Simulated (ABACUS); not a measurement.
A run of ABACUS 3.10.1:

File INPUT:

```
INPUT_PARAMETERS
suffix              MgO
calculation         scf
basis_type          lcao
pseudo_dir          ./
orbital_dir         ./
symmetry            1
dft_functional      pbesol
ecutwfc             100
pseudo_rcut         10
nspin               1
nbands              18
ks_solver           genelpa
smearing_method     fd
smearing_sigma      0.00367493
scf_thr             1e-07
scf_nmax            100
mixing_type         broyden
mixing_beta         0.7
cal_force           1
cal_stress          1
out_mul             1
out_chg             1
```

The input STRU:

```
ATOMIC_SPECIES
Mg 24.3050 Mg.upf
O 15.9990 O.upf

NUMERICAL_ORBITAL
Mg_confined-atom_8au_3s2p1d.orb
O_confined-atom_6au_2s2p1d.orb

LATTICE_CONSTANT
5.6041865537

LATTICE_VECTORS
0.0000000000 0.7071067812 0.7071067812
0.7071067812 0.0000000000 0.7071067812
0.7071067812 0.7071067812 0.0000000000

ATOMIC_POSITIONS
Cartesian

Mg
0.0
1
0.0000000000 0.0000000000 0.0000000000 1 1 1

O
0.0
1
0.7071067812 0.7071067812 0.7071067812 1 1 1
```

The input KPT:

```
K_POINTS
0
Gamma
10 10 10 0 0 0
```

Potentials or basis: Ansatz NC PBE, DZP LCAO (the cutoffs set its grid).

Launch:

```console
$ OMP_NUM_THREADS=1 mpirun -np 4 abacus > log
```

Hardware: 4 MPI ranks on Intel(R) Xeon(R) Platinum 8488C (Sapphire Rapids) (shared host).

Question: How long does it take, and how much memory?

Answer: It took 5.7 s on 4 MPI ranks on Intel(R) Xeon(R) Platinum 8488C (Sapphire Rapids), with other jobs on the host, peak memory 0.36 GiB a rank. Counts: scf iterations 9, k points 47, bands 18, basis 27, ranks 4.
